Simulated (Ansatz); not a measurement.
# AlGaN2 (P-4m2) in Ansatz: notebook

The runs below take AlGaN2 through band structure, single point, equation of state, with r2SCAN.

Program: Ansatz 0.2.0. These are calculated values, not measurements. Logs are shortened: lines on timing, memory, paths and dates and some standing lists are left out, and cuts for length are marked.

## Step 1: Starting point

Symmetry: P-4m2, No. 115, tetragonal system. The conventional cell has a = 3.141 Å, b = 3.141 Å, c = 4.424 Å, α = 90.00°, β = 90.00°, γ = 90.00°. Ga (site symmetry -4m2) has 4 N at 1.95 Å as nearest neighbours. Al (site symmetry -4m2) has 4 N at 1.89 Å as nearest neighbours. N (site symmetry 2mm) has 2 Al at 1.89 Å and 2 Ga at 1.95 Å as nearest neighbours.

The cell comes from a database or a generator and needn't be the stable form of this composition.

## Step 2: Band structure, r2SCAN

Contents of input.yaml:

```yaml
crystal:
  lattice:
    - [3.1408770487, 0.0, 0.0]
    - [0.0, 3.1408770487, 0.0]
    - [0.0, 0.0, 4.42383794]
  atoms:
    - { symbol: Ga, position: [0.0, 0.0, 0.0] }
    - { symbol: Al, position: [0.5, 0.5, 0.5] }
    - { symbol: "N", position: [0.0, 0.5, 0.26173519] }
    - { symbol: "N", position: [0.5, 0.0, 0.73826481] }
hamiltonian:
  xc: r2scan
  pseudopotentials: { kind: paw }
kpoints:
  mp_grid: { grid: [9, 9, 6] }
  band_path:
    path:
      - [[0.0, 0.0, 0.0], [0.0, 0.5, 0.0], [0.5, 0.5, 0.0], [0.0, 0.0, 0.0], [0.0, 0.0, 0.5], [0.0, 0.5, 0.5], [0.5, 0.5, 0.5], [0.0, 0.0, 0.5]]
      - [[0.0, 0.5, 0.0], [0.0, 0.5, 0.5]]
      - [[0.5, 0.5, 0.0], [0.5, 0.5, 0.5]]
    npoints: 14
scf:
  occupations: { method: fermi_dirac, width: 0.05 }
  n_extra_bands: 10
output:
  forces: true
  stress: true
  eigenvalues: true
  fatbands: false
  write_density: true
  write_potential: true
  elf: true
  volumetric_format: npy
```

Potentials or basis: Ansatz PAW.

Launch:

```sh
$ ansatz run input.yaml --threads 2 --pin off --max-ram 5632MiB --backend cpu --events-out ev --progress --plain --runs-dir out
```

What it wrote:

```text
Warning: RAYON_NUM_THREADS=2 ignored (pool sized by the plan → 2); use --threads N
scf.n_extra_bands = 10 over 13 filled bands (N_el = 26.0): the run solves 23 bands
Engine: ansatz 0.2.0, aarch64-unknown-linux-gnu
Pseudopotentials: kind: paw
Pseudopotential: Ga, paw, valence charge 13, recommended cutoff 500 eV (meta_gga), Ga.paw.azcp
Pseudopotential: Al, paw, valence charge 3, recommended cutoff 500 eV (meta_gga), Al.paw.azcp
Pseudopotential: N, paw, valence charge 5, recommended cutoff 500 eV (meta_gga), N.paw.azcp
Functional definition: r2SCAN
  parameter k0 = 0.174
  parameter k1 = 0.065
  parameter a1 = 4.9479
  exchange = r2scan_x(k0 = k0, k1 = k1, a1 = a1)
  correlation = r2scan_c
Crystal: 4 atoms, lattice volume = 43.642 Å³
Basis set: ecut = 500 eV, 1093 PW (Γ), exchange–correlation on 96×96×144 points (64 copies of the dense FFT grid, shifted against one another)
Bands: 23, of which v1, the nominal top of the filled ones, is band 13 counted from 1 (12 counted from 0)
Symmetry: 8 space group operations
Space group: P-4m2 (ITA 115), of the structure as read, at distance tolerance 3.5e-5 Å
k-points: 60 of 486 (time reversal used)
Non-local potential: Ga, projectors of the file, l = 0: 2, l = 1: 2, l = 2: 3, l = 3: 1
Non-local potential: Al, projectors of the file, l = 0: 2, l = 1: 2, l = 2: 1
Non-local potential: N, projectors of the file, l = 0: 2, l = 1: 2, l = 2: 1
PAW form: soft (Blöchl's): semilocal exchange-correlation on the pseudo side does not see the compensation charge
PAW frozen core: Ga, regenerated for the run's functional (the file was generated under x = pbe(κ = 0.804, μ = 0.2195149727645171), c = pbe(β = 0.06672455060314922))
PAW frozen core: Al, regenerated for the run's functional (the file was generated under x = pbe(κ = 0.804, μ = 0.2195149727645171), c = pbe(β = 0.06672455060314922))
PAW frozen core: N, regenerated for the run's functional (the file was generated under x = pbe(κ = 0.804, μ = 0.2195149727645171), c = pbe(β = 0.06672455060314922))
PAW one-centre angular grid: Ga, 590 points (default); XC on 160 Gauss nodes
PAW one-centre angular grid: Al, 302 points (default); XC on 160 Gauss nodes
PAW one-centre angular grid: N, 302 points (default); XC on 160 Gauss nodes
Initial density: superposition of atomic densities (neutral atoms: chi_scale 0, normalization atom), corrected by the library's trained network
Initial wavefunctions: pseudopotential atomic-orbital guess
Functional: x = r2scan, c = r2scan; τ floored in thin density (d = 2e-4 eV/Å³)
SCF iter   1: F=—  HF=-5104.706747 eV  |F-HF|=—  |Δ(HF+E_count)|=         —  Δρ=9.78e-3  dr2=2.44e-2  dr2_τ=2.48e-1  ethr=1.77e-3  ⟨swp⟩=5.3  Hψ=6656  notcnv=0  defer=18
preconditioner: auto → none  [insulator: Δε(μ)=3.297 eV  Ē_g=20.288 eV  σ=0.050 eV  W_gap=1.00  n_scr=14 (ndim 8)  ℏωp=28.7 eV  f_vac=0.000  D(μ)=0.00/eV (n_scr^D=0)  ε∞_Penn≈3.0]
SCF iter   2: F=—  HF=-5104.807823 eV  |F-HF|=—  |Δ(HF+E_count)|=   1.01e-1  Δρ=4.39e-3  dr2=4.75e-3  dr2_τ=1.80e-4  ethr=9.37e-5  ⟨swp⟩=2.1  Hψ=3087  notcnv=0  defer=157
SCF iter   3: F=—  HF=-5104.807678 eV  |F-HF|=—  |Δ(HF+E_count)|=   1.45e-4  Δρ=2.68e-3  dr2=1.14e-3  dr2_τ=6.68e-5  ethr=1.83e-5  ⟨swp⟩=2.0  Hψ=2283  notcnv=0  defer=157
SCF iter   4: F=—  HF=-5104.807669 eV  |F-HF|=—  |Δ(HF+E_count)|=   8.61e-6  Δρ=5.87e-4  dr2=1.67e-4  dr2_τ=4.95e-5  ethr=4.39e-6  ⟨swp⟩=2.0  Hψ=1881  notcnv=0  defer=157
SCF iter   5: F=—  HF=-5104.807632 eV  |F-HF|=—  |Δ(HF+E_count)|=   3.72e-5  Δρ=1.31e-4  dr2=7.09e-6  dr2_τ=4.10e-7  ethr=6.41e-7  ⟨swp⟩=2.5  Hψ=1878  notcnv=0  defer=157
SCF iter   6: F=—  HF=-5104.807633 eV  |F-HF|=—  |Δ(HF+E_count)|=   6.16e-7  Δρ=7.99e-5  dr2=2.89e-6  dr2_τ=1.65e-7  ethr=2.73e-8  ⟨swp⟩=2.0  Hψ=1916  notcnv=0  defer=157
SCF iter   7: F=—  HF=-5104.807632 eV  |F-HF|=—  |Δ(HF+E_count)|=   3.28e-7  Δρ=3.77e-5  dr2=6.45e-7  dr2_τ=8.03e-9  ethr=1.11e-8  ⟨swp⟩=1.3  Hψ=1334  notcnv=0  defer=157
SCF iter   8: F=-5104.807632 eV  HF=-5104.807632 eV  |F-HF|=3.49e-8  |Δ(HF+E_count)|=   1.02e-7  Δρ=1.15e-5  dr2=6.15e-8  dr2_τ=1.13e-9  ethr=3.85e-10  ⟨swp⟩=9.8  Hψ=8600  notcnv=0
SCF 1 converged in 8 iterations: F = -5104.807632 eV  dr2 = 6.15e-8
NSCF: frozen V_eff on 129 k-points
SCF converged after 8 iterations
Free energy (F): -5104.807632 eV
Harris-Foulkes:  -5104.807632 eV  (|F-HF|=3.49e-8)
Internal energy: -5104.807632 eV  (E = F + TS)
E sigma→0 (E₀):  -5104.807632 eV
Fermi energy:    9.866076 eV
--- Per-component energies (eV) ---
  E_band       = -12.795594
  E_kinetic    = 407.392764
  E_local      = -2469.822245  (includes V_loc(G=0)·N_el)
  E_nonlocal   = 530.685700
  E_hartree    = 1121.565655
  E_xc         = -220.547200
  E_vxc        = -262.689121  (∫ρ·V_xc dr)
  E_paw        = -2739.700264  (= ΣΔE_a)
  E_vpaw       = -475.734468  (= ΣTr[D̂ρ^β])
  E_aug_tail   = -0.000014  (compensation charges beyond the density's cutoff)
  E_vtau       = 14.245001  (kinetic-family band-sum trace: ∫τ·v_τ [+ j·A + Jᵃ·Aᵃ] dr)
  E_ewald      = -1733.609721
  E_core_change = -0.772307  (= ΣΔE_core)
  E_smearing   = -0.000000  (= −TS)
  E_closure    = -0.000000  (closes the sum)
  Σ components = -5104.807632   (vs F -5104.807632, Δ=0.00e0)
--- Forces (eV/Å), atoms counted from 1 ---
  atom   1  Ga    -0.00000000     0.00000000     0.00000000
  atom   2  Al    -0.00000000     0.00000000     0.00000000
  atom   3  N      0.00000000     0.00000000    -0.09321272
  atom   4  N      0.00000000     0.00000000     0.09321272
  max |Σ_I F_I| component: 4.16e-17 eV/Å
--- Stress (GPa, compression-positive) ---
       -0.369256       0.000000      -0.000000
        0.000000      -0.369256       0.000000
       -0.000000       0.000000      -0.368124
  P = ⅓ Tr σ = -0.3689 GPa (-3.689 kbar)
--- Band table (eV; the first three rows and the last of 60) ---
  k-point 0: bands = ["-8.1371", "-6.5796", "-5.2480", "-5.2480", "-5.1822", "-5.0322", "-4.1347", "2.5433", "5.7538", "5.7538", "7.9219", "8.1455", "8.1455", "11.4968", "12.2462", "16.5219", "20.2291", "20.2291", "20.3733", "21.9368", "24.1910", "24.1910", "26.9769"]
  k-point 1: bands = ["-8.0194", "-6.6315", "-5.2499", "-5.2499", "-5.1791", "-5.0322", "-4.3476", "2.8637", "5.8779", "5.8779", "7.3501", "7.9637", "7.9637", "12.0593", "12.6795", "16.6710", "19.7638", "20.4318", "20.4318", "21.5800", "23.8986", "23.8986", "24.8214"]
  k-point 2: bands = ["-7.7019", "-6.8149", "-5.2537", "-5.2537", "-5.1671", "-5.0321", "-4.7539", "3.6248", "6.2156", "6.2156", "6.2826", "7.5144", "7.5144", "13.1766", "13.6326", "16.9674", "18.6113", "20.7046", "20.9383", "20.9383", "22.2505", "23.2256", "23.2256"]
  k-point 59: bands = ["-6.6197", "-6.5983", "-5.2254", "-5.0974", "-5.0516", "-3.9197", "-3.8803", "2.8833", "3.5928", "4.0713", "4.5104", "5.3051", "5.4736", "14.9960", "15.0150", "17.5423", "19.3449", "19.4717", "20.6634", "20.8296", "21.3361", "24.4826", "26.2313"]
```

Wall time 16 s (2 threads of Arm Neoverse V1, shared host); peak memory 0.45 GiB.

Results:

```yaml
Free_energy: -5104.8076 eV
Pressure: -0.4 GPa
Largest_force: 0.093 eV/Å
Band_gap_on_the_k_mesh: 3.35 eV, direct
Band_gap_along_the_path: 3.35 eV, direct
```

Forces in eV/Å, atoms in the order of the input:
```
Ga   0.000  0.000  0.000
Al   0.000  0.000  0.000
N    0.000  0.000 -0.093
N    0.000  0.000  0.093
```

Levels at the corners of the path, in eV from the valence-band top:
| point | band 9 | band 10 | band 11 | band 12 | band 13 | band 14 | band 15 | band 16 | band 17 | band 18 |
| --- | --- | --- | --- | --- | --- | --- | --- | --- | --- | --- |
| Γ | -2.39 | -2.39 | -0.22 | 0.00 | 0.00 | 3.35 | 4.10 | 8.38 | 12.08 | 12.08 |
| X | -4.53 | -2.97 | -2.90 | -1.05 | -0.67 | 7.77 | 7.81 | 8.74 | 9.15 | 11.12 |
| M | -5.03 | -2.35 | -2.31 | -2.31 | -2.30 | 3.84 | 3.84 | 7.01 | 9.55 | 13.61 |
| Γ | -2.39 | -2.39 | -0.22 | 0.00 | 0.00 | 3.35 | 4.10 | 8.38 | 12.08 | 12.08 |
| Z | -2.57 | -1.62 | -1.62 | -0.99 | -0.99 | 5.82 | 5.99 | 8.70 | 10.09 | 11.97 |
| R | -6.26 | -1.03 | -0.90 | -0.61 | -0.55 | 5.81 | 7.28 | 10.02 | 10.27 | 10.92 |
| A | -4.42 | -4.02 | -3.34 | -3.23 | -3.23 | 6.79 | 6.79 | 9.60 | 11.66 | 11.87 |
| Z | -2.57 | -1.62 | -1.62 | -0.99 | -0.99 | 5.82 | 5.99 | 8.70 | 10.09 | 11.97 |
| X | -4.53 | -2.97 | -2.90 | -1.05 | -0.67 | 7.77 | 7.81 | 8.74 | 9.15 | 11.12 |
| R | -6.26 | -1.03 | -0.90 | -0.61 | -0.55 | 5.81 | 7.28 | 10.02 | 10.27 | 10.92 |
| M | -5.03 | -2.35 | -2.31 | -2.31 | -2.30 | 3.84 | 3.84 | 7.01 | 9.55 | 13.61 |
| A | -4.42 | -4.02 | -3.34 | -3.23 | -3.23 | 6.79 | 6.79 | 9.60 | 11.66 | 11.87 |

Caveat: the PAW data sets come from PBE, with cores solved anew for the run's functional, which leaves a small shift of forces and pressure. r2SCAN opens gaps a little over a GGA but as a rule still falls short of measured ones.

## Step 3: Single point, r2SCAN, 10.26 Å³/atom (volume scaled by 0.94)

Contents of input.yaml:

```yaml
crystal:
  lattice:
    - [3.0767595261, 0.0, 0.0]
    - [0.0, 3.0767595261, 0.0]
    - [0.0, 0.0, 4.3335301932]
  atoms:
    - { symbol: Ga, position: [0.0, 0.0, 0.0] }
    - { symbol: Al, position: [0.5, 0.5, 0.5] }
    - { symbol: "N", position: [0.0, 0.5, 0.26173519] }
    - { symbol: "N", position: [0.5, 0.0, 0.73826481] }
hamiltonian:
  xc: r2scan
  pseudopotentials: { kind: paw }
kpoints:
  mp_grid: { grid: [9, 9, 6] }
scf:
  occupations: { method: fermi_dirac, width: 0.05 }
output:
  forces: true
  stress: true
  eigenvalues: true
  write_density: true
  write_potential: true
  elf: true
  volumetric_format: npy
```

Potentials or basis: Ansatz PAW.

Launch:

```sh
$ ansatz run input.yaml --threads 2 --pin off --max-ram 5632MiB --backend cpu --events-out ev --progress --plain --runs-dir out
```

It took 7.7 s on 2 threads of Arm Neoverse V1, shared host; peak memory 0.44 GiB.

It converged, with:

```yaml
Free_energy: -5104.7037 eV
Pressure: 13.8 GPa
Largest_force: 0.086 eV/Å
Band_gap_on_the_k_mesh: 3.83 eV, direct
```

Caveat: odd divisions of the mesh miss points on the zone boundary, where band edges often lie, so the gap on the mesh can be too wide; the PAW data sets come from PBE, with cores solved anew for the run's functional, which leaves a small shift of forces and pressure.

## Step 4: Single point, r2SCAN, 10.47 Å³/atom (volume scaled by 0.96)

input.yaml, as its differences from that of step 3:

```diff
@@ -2,5 +2,5 @@
   lattice:
-    - [3.0767595261, 0.0, 0.0]
-    - [0.0, 3.0767595261, 0.0]
-    - [0.0, 0.0, 4.3335301932]
+    - [3.0984275606, 0.0, 0.0]
+    - [0.0, 3.0984275606, 0.0]
+    - [0.0, 0.0, 4.364049017]
   atoms:
@@ -21,5 +21 @@
   eigenvalues: true
-  write_density: true
-  write_potential: true
-  elf: true
-  volumetric_format: npy
```

Launch:

```sh
$ ansatz run input.yaml --threads 2 --pin off --max-ram 5632MiB --backend cpu --events-out ev --progress --plain --runs-dir out
```

Wall time 6.1 s (2 threads of Arm Neoverse V1, shared host); peak memory 0.43 GiB.

Results (log left out):

```yaml
Free_energy: -5104.7645 eV
Pressure: 8.6 GPa
Largest_force: 0.091 eV/Å
Band_gap_on_the_k_mesh: 3.67 eV, direct
```

Caveat: odd divisions of the mesh miss points on the zone boundary, where band edges often lie, so the gap on the mesh can be too wide; the PAW data sets come from PBE, with cores solved anew for the run's functional, which leaves a small shift of forces and pressure.

## Step 5: Single point, r2SCAN, 10.69 Å³/atom (volume scaled by 0.98)

input.yaml, as its differences from that of step 4:

```diff
@@ -2,5 +2,5 @@
   lattice:
-    - [3.0984275606, 0.0, 0.0]
-    - [0.0, 3.0984275606, 0.0]
-    - [0.0, 0.0, 4.364049017]
+    - [3.1197967018, 0.0, 0.0]
+    - [0.0, 3.1197967018, 0.0]
+    - [0.0, 0.0, 4.3941468579]
   atoms:
```

Launch:

```sh
$ ansatz run input.yaml --threads 2 --pin off --max-ram 5632MiB --backend cpu --events-out ev --progress --plain --runs-dir out
```

It took 6.7 s on 2 threads of Arm Neoverse V1, shared host; peak memory 0.44 GiB.

Results (log left out):

| Property | Result |
| --- | --- |
| Free energy | -5104.7982 eV |
| Pressure | 3.9 GPa |
| Largest force | 0.093 eV/Å |
| Band gap on the k mesh | 3.51 eV, direct |

Caveat: odd divisions of the mesh miss points on the zone boundary, where band edges often lie, so the gap on the mesh can be too wide; the PAW data sets come from PBE, with cores solved anew for the run's functional, which leaves a small shift of forces and pressure.

## Step 6: Single point, r2SCAN, 10.91 Å³/atom

input.yaml, as its differences from that of step 5:

```diff
@@ -2,5 +2,5 @@
   lattice:
-    - [3.1197967018, 0.0, 0.0]
-    - [0.0, 3.1197967018, 0.0]
-    - [0.0, 0.0, 4.3941468579]
+    - [3.1408770487, 0.0, 0.0]
+    - [0.0, 3.1408770487, 0.0]
+    - [0.0, 0.0, 4.42383794]
   atoms:
```

Potentials or basis: Ansatz PAW.

Launch:

```sh
$ ansatz run input.yaml --threads 2 --pin off --max-ram 5632MiB --backend cpu --events-out ev --progress --plain --runs-dir out
```

Wall time 6.7 s (2 threads of Arm Neoverse V1, shared host); peak memory 0.44 GiB.

It converged, with:

```
Free energy            : -5104.8076 eV
Pressure               : -0.4 GPa
Largest force          : 0.093 eV/Å
Band gap on the k mesh : 3.35 eV, direct
```

Caveat: odd divisions of the mesh miss points on the zone boundary, where band edges often lie, so the gap on the mesh can be too wide; the PAW data sets come from PBE, with cores solved anew for the run's functional, which leaves a small shift of forces and pressure.

## Step 7: Single point, r2SCAN, 11.13 Å³/atom (volume scaled by 1.02)

input.yaml, as its differences from that of step 6:

```diff
@@ -2,5 +2,5 @@
   lattice:
-    - [3.1408770487, 0.0, 0.0]
-    - [0.0, 3.1408770487, 0.0]
-    - [0.0, 0.0, 4.42383794]
+    - [3.1616781652, 0.0, 0.0]
+    - [0.0, 3.1616781652, 0.0]
+    - [0.0, 0.0, 4.4531357338]
   atoms:
```

Launch:

```sh
$ ansatz run input.yaml --threads 2 --pin off --max-ram 5632MiB --backend cpu --events-out ev --progress --plain --runs-dir out
```

Wall time 6.8 s (2 threads of Arm Neoverse V1, shared host); peak memory 0.44 GiB.

Results (log left out):

```yaml
Free_energy: -5104.7950 eV
Pressure: -4.2 GPa
Largest_force: 0.092 eV/Å
Band_gap_on_the_k_mesh: 3.20 eV, direct
```

Caveat: odd divisions of the mesh miss points on the zone boundary, where band edges often lie, so the gap on the mesh can be too wide; the PAW data sets come from PBE, with cores solved anew for the run's functional, which leaves a small shift of forces and pressure.

## Step 8: Single point, r2SCAN, 11.35 Å³/atom (volume scaled by 1.04)

input.yaml, as its differences from that of step 7:

```diff
@@ -2,5 +2,5 @@
   lattice:
-    - [3.1616781652, 0.0, 0.0]
-    - [0.0, 3.1616781652, 0.0]
-    - [0.0, 0.0, 4.4531357338]
+    - [3.1822091181, 0.0, 0.0]
+    - [0.0, 3.1822091181, 0.0]
+    - [0.0, 0.0, 4.4820530099]
   atoms:
```

Launch:

```sh
$ ansatz run input.yaml --threads 2 --pin off --max-ram 5632MiB --backend cpu --events-out ev --progress --plain --runs-dir out
```

Wall time 6.8 s (2 threads of Arm Neoverse V1, shared host); peak memory 0.45 GiB.

The run converged. Its results:

- Free energy: -5104.7624 eV
- Pressure: -7.7 GPa
- Largest force: 0.089 eV/Å
- Band gap on the k mesh: 3.05 eV, direct

Caveat: odd divisions of the mesh miss points on the zone boundary, where band edges often lie, so the gap on the mesh can be too wide; the PAW data sets come from PBE, with cores solved anew for the run's functional, which leaves a small shift of forces and pressure.

## Step 9: Single point, r2SCAN, 11.57 Å³/atom (volume scaled by 1.06)

input.yaml, as its differences from that of step 8:

```diff
@@ -2,5 +2,5 @@
   lattice:
-    - [3.1822091181, 0.0, 0.0]
-    - [0.0, 3.1822091181, 0.0]
-    - [0.0, 0.0, 4.4820530099]
+    - [3.2024785125, 0.0, 0.0]
+    - [0.0, 3.2024785125, 0.0]
+    - [0.0, 0.0, 4.5106018879]
   atoms:
```

Potentials or basis: Ansatz PAW.

Launch:

```sh
$ ansatz run input.yaml --threads 2 --pin off --max-ram 5632MiB --backend cpu --events-out ev --progress --plain --runs-dir out
```

It took 6.8 s on 2 threads of Arm Neoverse V1, shared host; peak memory 0.45 GiB.

The run converged. Its results:

```
Free energy            : -5104.7119 eV
Pressure               : -10.8 GPa
Largest force          : 0.085 eV/Å
Band gap on the k mesh : 2.91 eV, direct
```

Caveat: odd divisions of the mesh miss points on the zone boundary, where band edges often lie, so the gap on the mesh can be too wide; the PAW data sets come from PBE, with cores solved anew for the run's functional, which leaves a small shift of forces and pressure.

## Step 10: Equation of state, r2SCAN

No new run: the results of the series are fitted here.

Results:

| Property | Result |
| --- | --- |
| Equilibrium volume | 10.89 Å³/atom |
| Bulk modulus at fixed shape and positions | 204 GPa |
| Pressure derivative of the bulk modulus | 4.1 |

Energy against volume, from the lowest point:
| volume (Å³/atom) | energy (meV/atom) |
| --- | --- |
| 10.256 | 25.99 |
| 10.474 | 10.79 |
| 10.692 | 2.35 |
| 10.910 | 0.00 |
| 11.129 | 3.16 |
| 11.347 | 11.30 |
| 11.565 | 23.94 |

Caveat: the cell was scaled at fixed shape and fractional positions, which overstates the stiffness of a crystal with free parameters, most of all of layers and chains; the PAW data sets were made with another functional, which shifts forces and pressure a little.
